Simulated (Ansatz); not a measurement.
# Formation energy and levels of the vacancy V_Ca in CaO (Fm-3m)

Aim: at which Fermi levels does V_Ca in CaO (Fm-3m) change its charge? The model is a cell of 54 host atoms with 1 Ca taken out.

Main program and level: Ansatz 0.2.0; place-levels on r2SCAN runs: charge-transition levels and formation energies with image-charge correction and potential alignment at the atomic sites; PAW set soft_1.

**1. Starting point**

The cell holds 53 atoms: 26 Ca and 27 O. Cell: a = 10.325 Å, b = 10.325 Å, c = 10.325 Å, α = 60.0°, β = 60.0°, γ = 60.0°. It derives from CaO (space group Fm-3m). Nearest the centre at fractional (0.667, 0.667, 0.333): O28 at 2.43 Å, O32 at 2.43 Å, O44 at 2.43 Å, O34 at 2.43 Å, O50 at 2.43 Å, O46 at 2.43 Å, Ca45 at 3.44 Å, Ca47 at 3.44 Å.

The host's dielectric constants go in as inputs: 3.85 for the electrons alone, 16.67 with the ions, computed on the host (DFPT, PBEsol, on the r2SCAN cell), and a cell off the functional's own equilibrium shifts the ionic part.

The relaxed host is scaled by +1.5 % along all axes; the dielectric constants are those of the unstrained host.

The cell's shortest repeat is 10.3 Å.

**2. Charge states**

Levels follow from differences of total energies between charge states, each relaxed by itself.

Each atom starts 0.05 Å or so off its site in a random direction: a symmetric start keeps its symmetry, and would miss off-centre moves and Jahn–Teller distortions. Forces are taken at one point at (¼, ¼, ¼). The cell holds 2 electrons more than the neutral one, with a uniform background that keeps it neutral on the whole.

The sampling was tested on the host first: at the k-points planned (1x1x1 shifted 0.25 0.25 0.25) its energy lies 0.005 eV an atom from the dense-mesh value, under the bound of 0.02 eV set for this test; that bounds the host's error, not the defect's.

One state's input; the others differ in charge, spin, start and seed, and in occupations where the table says so.

File qm2.relax/input.yaml:

```yaml
crystal:
  lattice:
    - [0.0, 7.30097332, 7.30097332]
    - [7.30097332, 0.0, 7.30097332]
    - [7.30097332, 7.30097332, 0.0]
  atoms:
    - { symbol: Ca, position: [0.0, 0.0, 0.0] }
    - { symbol: O, position: [0.16666667, 0.16666667, 0.16666667] }
[... 6 atom lines left out ...]
    - { symbol: Ca, position: [0.0, 0.33333333, 0.33333333] }
[... 3 atom lines left out ...]
    - { symbol: Ca, position: [0.0, 0.66666667, 0.0] }
[... 1 atom line left out ...]
    - { symbol: Ca, position: [0.0, 0.66666667, 0.33333333] }
[... 5 atom lines left out ...]
    - { symbol: Ca, position: [0.33333333, 0.0, 0.33333333] }
[... 6 atom lines left out ...]
    - { symbol: O, position: [0.5, 0.5, 0.5] }
[... 3 atom lines left out ...]
    - { symbol: O, position: [0.5, 0.83333333, 0.16666667] }
    - { symbol: Ca, position: [0.33333333, 0.66666667, 0.33333333] }
    - { symbol: O, position: [0.5, 0.83333333, 0.5] }
    - { symbol: Ca, position: [0.33333333, 0.66666667, 0.66666667] }
[... 1 atom line left out ...]
    - { symbol: Ca, position: [0.66666667, 0.0, 0.0] }
[... 1 atom line left out ...]
    - { symbol: Ca, position: [0.66666667, 0.0, 0.33333333] }
    - { symbol: O, position: [0.83333333, 0.16666667, 0.5] }
[... 3 atom lines left out ...]
    - { symbol: O, position: [0.83333333, 0.5, 0.16666667] }
    - { symbol: Ca, position: [0.66666667, 0.33333333, 0.33333333] }
    - { symbol: O, position: [0.83333333, 0.5, 0.5] }
    - { symbol: Ca, position: [0.66666667, 0.33333333, 0.66666667] }
[... 1 atom line left out ...]
    - { symbol: Ca, position: [0.66666667, 0.66666667, 0.0] }
    - { symbol: O, position: [0.83333333, 0.83333333, 0.16666667] }
    - { symbol: O, position: [0.83333333, 0.83333333, 0.5] }
    - { symbol: Ca, position: [0.66666667, 0.66666667, 0.66666667] }
    - { symbol: O, position: [0.83333333, 0.83333333, 0.83333333] }
  host:
    repeats: [3, 3, 3]
    atoms:
      - { symbol: Ca, position: [0.0, 0.0, 0.0] }
      - { symbol: O, position: [0.5, 0.5, 0.5] }
total_charge: -2
basis:
  ecutwfc: 500
  xc_grid: 2
hamiltonian:
  xc: r2scan
  pseudopotentials: { kind: paw, azcp: { folder: soft_1 } }
kpoints:
  mp_grid: { grid: [1, 1, 1], shift: [0.25, 0.25, 0.25] }
scf:
  occupations: { method: fixed }
  max_iter: 80
output:
  forces: true
  charged_corrections:
    epsilon: 3.85
    static_epsilon: 16.67
    defect_position: [0.666667, 0.666667, 0.333333]
relax:
  f_tol: 0.02
  max_steps: 80
  random_displacement: { amplitude: 0.05, seed: 1117 }
checkpoint:
  write: "../qm2.relax.run"
  compress: false
  write_wavefunctions: true
  write_every: 100000
```

Started as:

```console
ansatz run input.yaml --threads 4 --pin off --max-ram 15073MiB --backend cpu --events-out ev --progress --plain --runs-dir out
```

The relaxed structure is kept and the sampling changed to a 2×2×2 shifted mesh.

The run of this state that the levels use, under r2SCAN:

File qm2.point/input.yaml:

```yaml
crystal:
  checkpoint: "../qm2.relax.run"
  host: checkpoint
total_charge: -2
basis:
  ecutwfc: 500
  xc_grid: 2
hamiltonian:
  xc: r2scan
  pseudopotentials: { kind: paw, azcp: { folder: soft_1 } }
kpoints:
  mp_grid: { grid: [2, 2, 2], shift: [0.5, 0.5, 0.5] }
scf:
  occupations: { method: fermi_dirac, width: 0.01 }
  max_iter: 80
output:
  forces: true
  eigenvalues: true
  charged_corrections:
    epsilon: 3.85
    static_epsilon: 16.67
    defect_position: [0.666667, 0.666667, 0.333333]
  eigenstates: { localisation: true }
  populations: true
checkpoint:
  read: "../qm2.relax.run"
  write: "../qm2.point.run"
  compress: false
  write_wavefunctions: false
  write_every: 100000
```

Relaxations under r2SCAN at one point at (¼, ¼, ¼); times on 4 threads of Arm Neoverse V2, shared host:

| charge | moment (μB) | occupations | outcome | steps | largest displacement against the far atoms (Å) | time |
| --- | --- | --- | --- | --- | --- | --- |
| −2 | 0 | fixed | converged | 4 | 0.20 | 66 s |
| −1 | 1 | fixed | converged | 5 | 0.20 | 4.5 min |
| 0 | 0 | fixed | not converged | - | - | 73 s |
| 0 | 0 | fermi-dirac | converged | 5 | 0.20 | 2 min |
| +1 | 1 | fixed | converged | 7 | 0.20 | 5.4 min |
| 0 | 2 | fixed | converged | 5 | 0.20 | 3.5 min |

Single points under r2SCAN at a 2×2×2 shifted mesh; times on 4 threads of Arm Neoverse V2, shared host:

| charge | moment (μB) | occupations | outcome | time |
| --- | --- | --- | --- | --- |
| −2 | 0 | fermi-dirac | converged | 83 s |
| −1 | 1 | fermi-dirac | converged | 3.8 min |
| 0 | 0 | fermi-dirac | converged | 1.8 min |
| +1 | 1 | fermi-dirac | converged | 40 min |
| 0 | 2 | fermi-dirac | converged | 4.1 min |

Distances (Å) from the ideal centre to the nearest atoms after relaxation with r2SCAN:

| charge | moment (μB) | 1. | 2. | 3. | 4. | 5. | 6. |
| --- | --- | --- | --- | --- | --- | --- | --- |
| −2 | 0 | O 2.62 | O 2.63 | O 2.63 | O 2.63 | O 2.64 | O 2.64 |
| −1 | 1 | O 2.63 | O 2.63 | O 2.63 | O 2.63 | O 2.63 | O 2.64 |
| 0 | 0 | O 2.63 | O 2.63 | O 2.63 | O 2.63 | O 2.64 | O 2.64 |
| 0 | 2 | O 2.62 | O 2.62 | O 2.63 | O 2.63 | O 2.63 | O 2.63 |
| +1 | 1 | O 2.62 | O 2.62 | O 2.62 | O 2.63 | O 2.63 | O 2.63 |

**3. Levels against the band edges, r2SCAN**

A charged cell interacts with its images and the background, and its potential has another zero than the host's. place-levels removes the first by a point-charge model, screened by the static dielectric constant since the ions have relaxed around the charge, and the second by comparing potentials at atoms far from the defect.

The host is a run of the defect-free crystal in the same cutoffs, grids and k-points, so that basis and sampling errors cancel in part in the differences. Its band edges come from a run of the primitive cell that searches the zone for them. Chemical potentials are energies per atom of Ca (fcc), run with the same functional and cutoff.

File levels.point.yaml:

```yaml
host:
  run: host.point.run
  levels_from: { run: edges.point.run }
states: [qm2.point.run, qm1_M1.point.run, q0.point.run, qp1_M1.point.run, q0_M2.point.run]
geometry_from:
  qm2.point.run: qm2.relax.run
  qm1_M1.point.run: qm1_M1.relax.run
  q0.point.run: q0.relax_smeared.run
  qp1_M1.point.run: qp1_M1.relax.run
  q0_M2.point.run: q0_M2.relax.run
chemical_potentials:
  Ca:
    energy: -1821.671293
    dataset: <sha256 of the dataset>
epsilon: 3.85
static_epsilon: 16.67
vertical:
  - { from: qm2.point.run, to: qm2.point_neutral.run }
  - { from: qm1_M1.point.run, to: qm1_M1.point_neutral.run }
  - { from: qp1_M1.point.run, to: qp1_M1.point_neutral.run }
```

Started as:

```console
ansatz place-levels levels.point.yaml -- --threads 4 --pin off --max-ram 15073MiB
```

Numbers of over 12 decimals in the logs are rounded to 6 here.

The log of the run:

```text
[... repeated set-up lines and file paths are left out, and long positions are rounded to six places ...]
(+1/0) 0.000 eV above the valence edge (-0.181 eV without the band-filling correction), 4.203 eV under the conduction edge
(0/-1) 0.123 eV above the valence edge, 4.080 eV under the conduction edge
(-1/-2) 0.384 eV above the valence edge, 3.819 eV under the conduction edge
formation energy of charge +1: +9.265 eV with the Fermi level at the valence edge
formation energy of charge 0: +9.265 eV with the Fermi level at the valence edge
formation energy of charge -1: +9.388 eV with the Fermi level at the valence edge
formation energy of charge -2: +9.772 eV with the Fermi level at the valence edge
vertical -2 to 0: no energy, since no alignment is typed
  the change from vertical[0].from (qm2.point.run) to vertical[0].to (qm2.point_neutral.run): by its potential at epsilon 3.85 it stands at 0.668 0.666 0.333, with an rms radius of about 6.5 Å (3.8 3.8 3.8 Å across the planes of the cell's vectors); [...]
vertical -1 to 0: no energy, since no alignment is typed
  the change from vertical[1].from (qm1_M1.point.run) to vertical[1].to (qm1_M1.point_neutral.run): by its potential at epsilon 3.85 it stands at 0.160 0.168 0.833, with an rms radius of about 5.8 Å (3.3 3.4 3.4 Å across the planes of the cell's vectors); [...]
vertical +1 to 0: no energy, since no alignment is typed
  the change from vertical[2].from (qp1_M1.point.run) to vertical[2].to (qp1_M1.point_neutral.run): by its spins about the atoms it stands at 0.640 0.641 0.341, with an rms radius of about 3.5 Å (2.0 2.0 2.0 Å across the planes of the cell's vectors); [...]
  edges by r2scan of host.levels_from (edges.point.run), its mesh sampled to repeats of 34.42 Å (the valence edge +0.089 eV and the conduction edge -0.221 eV from those of the host's own run), gap 4.203 eV; the host is sampled to repeats of 20.65 Å
  the defect's cells are sampled to repeats of 20.65 Å, like sampling
  charge +1: -62815.8486 eV with its correction of -0.435 eV, at epsilon 16.67, aligned at sites: -0.5708 eV, mean over 21 atomic sites at or beyond 5.16 Å from the defect at [0.6667, 0.6667, 0.3333], with +0.000000 for the charge's moments and without [...]
  states[3] (qp1_M1.point.run): levels filled in part (TS 0.005 eV): its energy is of no whole electron's
  charge 0: +0.000 eV for its dipole among its images, +0.000 omitted
  charge -1: -62801.9966 eV with its correction of +0.571 eV, at epsilon 16.67, aligned at sites: -0.4357 eV, mean over 21 atomic sites at or beyond 5.16 Å from the defect at [0.6667, 0.6667, 0.3333], with -0.000000 for the charge's moments and without [...]
  states[1] (qm1_M1.point.run): levels filled in part (TS 0.005 eV): its energy is of no whole electron's
  charge -2: -62794.6576 eV with its correction of +1.307 eV, at epsilon 16.67, aligned at sites: -0.3824 eV, mean over 21 atomic sites at or beyond 5.16 Å from the defect at [0.6667, 0.6667, 0.3333], with +0.000000 for the charge's moments and without [...]
  charge 0: states[2] (q0.point.run) stands 0.110 eV higher, with a moment of 0.00 μB against 2.00
  states[2] (q0.point.run): levels filled in part (TS 0.015 eV): its energy is of no whole electron's
  of states[3] (qp1_M1.point.run): it parts from the run at its places by a charge that spreads by about 2 Å along one vector (1.5 Å or more is wide), by the spins about the atoms, where the cell does not tell a trapped carrier from a band state. [...]
  of states[4] (q0_M2.point.run): its alignment with the host at atomic sites is doubtful: the cell is too small to show whether the defect's potential has decayed: take a larger one; stability_check_not_made
  of states[1] (qm1_M1.point.run): it parts from the run at its places by a charge that spreads by about 3.4 Å along one vector (1.5 Å or more is wide), by its potential at epsilon 3.85, taken for that of held ions (one typed too small widens it), where the [...]
  of states[0] (qm2.point.run): it parts from the run at its places by a charge that spreads by about 3.8 Å along one vector (1.5 Å or more is wide), by its potential at epsilon 3.85, taken for that of held ions (one typed too small widens it), where the cell [...]
  of states[2] (q0.point.run): its alignment with the host at atomic sites is doubtful: the cell is too small to show whether the defect's potential has decayed: take a larger one
  of vertical[0].from (qm2.point.run): it parts from the run at its places by a charge that spreads by about 3.8 Å along one vector (1.5 Å or more is wide), by its potential at epsilon 3.85, taken for that of held ions (one typed too small widens it), where [...]
  vertical[0].to (qm2.point_neutral.run): levels filled in part (TS 0.015 eV): its energy is of no whole electron's
  vertical[1].from (qm1_M1.point.run): levels filled in part (TS 0.005 eV): its energy is of no whole electron's
  of vertical[1].from (qm1_M1.point.run): stability_check_not_made; [...]
  vertical[1].to (qm1_M1.point_neutral.run): levels filled in part (TS 0.015 eV): its energy is of no whole electron's
  vertical[2].from (qp1_M1.point.run): levels filled in part (TS 0.005 eV): its energy is of no whole electron's
  of vertical[2].from (qp1_M1.point.run): its moments are held at its close (magnetization.spin_locking), by a field of 0.020 eV a Bohr magneton, and its energy and levels are of the state that this holds: a run that lets them go can end lower; [...]
  vertical[2].to (qp1_M1.point_neutral.run): levels filled in part (TS 0.015 eV): its energy is of no whole electron's
```

It took 0.46 s on 4 threads of Arm Neoverse V2, shared host.

Levels between the charges placed, in eV above the valence top:

|  | gap (eV) | (+1/0) | (0/−1) | (−1/−2) |
| --- | --- | --- | --- | --- |
| r2SCAN | 4.20 | 0.00 | 0.12 | 0.38 |

Corrections by state:

| charge | moment (μB) | image terms and alignment (eV) | band filling (eV) | ε used | over the lowest of its charge, as the program ranks them, band filling apart (eV) |
| --- | --- | --- | --- | --- | --- |
| +1 | 1.0 | -0.435 | -0.181 | 16.67 | 0.000 |
| 0 | 2.0 | 0.000 | - | - | 0.000 |
| −1 | 1.0 | 0.571 | - | 16.67 | 0.000 |
| −2 | 0.0 | 1.307 | - | 16.67 | 0.000 |
| 0 | 0.0 | 0.000 | - | - | 0.110 |

The charged structures listed were also run neutral, and place-levels reads from each pair, by the potential or the spins, how wide the charge is by which they differ; that can be the carrier of either run.

| charge | rms radius (Å) | spread where it is widest against the cell (Å) | wide from (Å) | reading |
| --- | --- | --- | --- | --- |
| +1 | 3.5 | 2.03 | 1.46 | wide |
| −1 | 5.8 | 3.41 | 1.46 | wide |
| −2 | 6.5 | 3.77 | 1.46 | wide |

The neutral runs of these pairs need not share the spin of the lowest neutral state, and very wide values only mean spread over the cell.

From the program's caveats on the states, each cut to its opening words:

- charge +1 (1 μB): it parts from the run at its places by a charge that spreads by about 2 Å along one vector (1.5 Å or more is wide), by the spins about the atoms, where the [...]
- charge +1 (1 μB): a band-filling correction moves a carrier to the host's band edge, which changes its energy by -0.181 eV
- charge +1 (1 μB), 0 (2 μB), −1 (1 μB), −2, 0: its alignment with the host at atomic sites is doubtful: the cell is too small to show whether the defect's potential has decayed: take a larger one
- charge +1 (1 μB): its moments are held at its close (magnetization.spin_locking), by a field of 0.020 eV a Bohr magneton, and its energy and levels are of the state that this [...]
- charge +1 (1 μB), 0 (2 μB), −1 (1 μB): flagged: stability check not made
- charge −1 (1 μB): it parts from the run at its places by a charge that spreads by about 3.4 Å along one vector (1.5 Å or more is wide), by its potential at epsilon 3.85, taken [...]
- charge −2: it parts from the run at its places by a charge that spreads by about 3.8 Å along one vector (1.5 Å or more is wide), by its potential at epsilon 3.85, taken [...]

The host's formation energy from the elements is -3.207 eV per atom at this strain; it sets how far the chemical potentials can move.

Limit set by the element alone; other compounds of these elements are not counted. Chemical potentials from the elements' reference states: Ca 0.00 eV, O -6.41 eV. Formation energies (Ca-rich), with the Fermi level at the valence top and at the conduction bottom (gap 4.20 eV):

| charge | at valence top (eV) | at conduction bottom (eV) | correction included (eV) |
| --- | --- | --- | --- |
| +1 | 9.26 | 13.47 | -0.62 |
| 0 | 9.26 | 9.26 | 0.00 |
| −1 | 9.39 | 5.18 | 0.57 |
| −2 | 9.77 | 1.37 | 1.31 |

```csv
Fermi level (eV),lowest formation energy (eV)
0.00,9.26
0.38,9.01
0.76,8.24
1.15,7.48
1.53,6.72
1.91,5.95
2.29,5.18
2.68,4.42
3.06,3.66
3.44,2.89
3.82,2.13
4.20,1.37
```

Limit set by the element alone; other compounds of these elements are not counted. Chemical potentials from the elements' reference states: O 0.00 eV, Ca -6.41 eV. Formation energies (O-rich), with the Fermi level at the valence top and at the conduction bottom (gap 4.20 eV):

| charge | at valence top (eV) | at conduction bottom (eV) | correction included (eV) |
| --- | --- | --- | --- |
| +1 | 2.85 | 7.05 | -0.62 |
| 0 | 2.85 | 2.85 | 0.00 |
| −1 | 2.97 | -1.23 | 0.57 |
| −2 | 3.36 | -5.05 | 1.31 |

Fermi level (eV), lowest formation energy (eV) and a bar from the least value:
```
     0.00       2.85 ##############################
     0.38       2.59 #############################
     0.76       1.83 ##########################
     1.15       1.07 #######################
     1.53       0.30 ####################
     1.91      -0.46 #################
     2.29      -1.23 ##############
     2.68      -1.99 ############
     3.06      -2.76 #########
     3.44      -3.52 ######
     3.82      -4.28 ###
     4.20      -5.05
```

**4. Results**

```yaml
gap_of_the_host: 4.20 eV (r2SCAN)
level_plus_1_over_0: 0.00 eV above the valence top (-0.18 eV above the valence top without the band-filling term)
level_0_minus_1: 0.12 eV above the valence top
level_minus_1_minus_2: 0.38 eV above the valence top
lowest_of_the_charges_placed_just_above_the_valence_top_0p02_ev: 0
lowest_of_the_charges_placed_just_below_the_conduction_bottom_0p02_ev: −2
lowest_formation_energy_at_mid_gap_of_the_charges_run_ca_rich: 5.57 eV
lowest_formation_energy_at_mid_gap_of_the_charges_run_o_rich: -0.85 eV
```

What this shows: Of the charges placed (−2, −1, 0 and +1), the lowest changes at 0.12 eV (0/−1) and 0.38 eV (−1/−2) above the valence top, in a gap of 4.20 eV. (0/−1) and (−1/−2) lie nearer to a band edge than the share of the finite-size correction in them (0.57 and 0.74 eV), and that correction holds for a localised charge alone. (0/−1) lies 0.12 eV from a band edge, less than the doubt on such levels. Charges below −2 were not placed, so these runs say nothing of levels that involve them. States placed: +1 at 1 μB; 0 at 2 μB and 0 μB; −1 at 1 μB; −2 at 0 μB. Other spin states or structures, where not listed, weren't placed. The program finds carriers beyond a band edge of the host and adds a band-filling term at charge +1 (-0.18 eV); steps to such a charge show no bound level, and a defect level inside a band would be read the same way. The program doubts the alignment of potentials for at least one state, a sign that the cell is small. Keep in mind: r2SCAN makes the gap too small and tends to spread out bound carriers; where a gas molecule sets a chemical potential or the host's formation energy, its binding is uncorrected; force components of up to 0.11 eV/Å remain in a run at the final settings.

[Logs are printed without paths, hosts, clocks, repeated set-up lines and the standing remarks that a program may print on its own settings, such as how far it seeks lower states.]

[Hosts, paths, dates, database ids (printed as entryN), source tags and the programs' standing remarks are cut or masked in the printed files.]

[Where a table of states has a column of steps, it counts the stored structures, which are thinned; the runs took as many ionic steps or more.]

[A defect's name tells the site on which it was built; relaxed atoms can leave that site.]

[For some hosts the program warned that the k-mesh of the response run may be too coarse for force constants and the static dielectric constant; such warnings are not shown here.]
